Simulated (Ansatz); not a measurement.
**Mn3Si in Ansatz: convergence with xc grid**

Mn3Si:

```xyz
4
Lattice="0.0000 2.8610 2.8610 2.8610 0.0000 2.8610 2.8610 2.8610 0.0000" Properties=species:S:1:pos:R:3 pbc="T T T"
Mn    4.2915    4.2915    4.2915
Mn    1.4305    1.4305    1.4305
Mn    2.8610    2.8610    2.8610
Si    0.0000    0.0000    0.0000
```

- Program: Ansatz 0.2.0
- Task: convergence study
- Functional: LDA
- Potentials or basis: JTH PAW
- Cutoff: 1290 eV (not typed: the program's choice for these potentials)
- k mesh: 7 × 7 × 7
- Occupations: gaussian, width 0.1 eV
- Spin: collinear spin, ferromagnetic start
- Starting moments: [4.0, 4.0, 4.0, 0.0] μB

These are the settings of the first run; the series varies xc grid, with any setting tied to it.

Hardware: 2 threads of Intel(R) Xeon(R) Platinum 8375C CPU @ 2.90GHz (Ice Lake), on a shared host.

| xc grid | energy less the tightest run, at zero smearing (meV/atom) | SCF cycles | CPU time (s) | peak memory (GiB) |
| --- | --- | --- | --- | --- |
| 1 | 0.00 | 18 | 27 | 0.7 |
| 2 | 0.00 | 18 | 27 | 0.73 |
| 3 | 0.00 | 18 | 29 | 0.76 |
| 4 | 0.00 | 18 | 32 | 0.9 |
| 5 | 0.00 | 18 | 34 | 1.1 |

Against the tightest run, the energy stays within 1 meV/atom from 1 on. The tightest run that finished is the yardstick and may itself not be fully converged.

Caveat, for the tightest run too: the starting moments weren't kept.
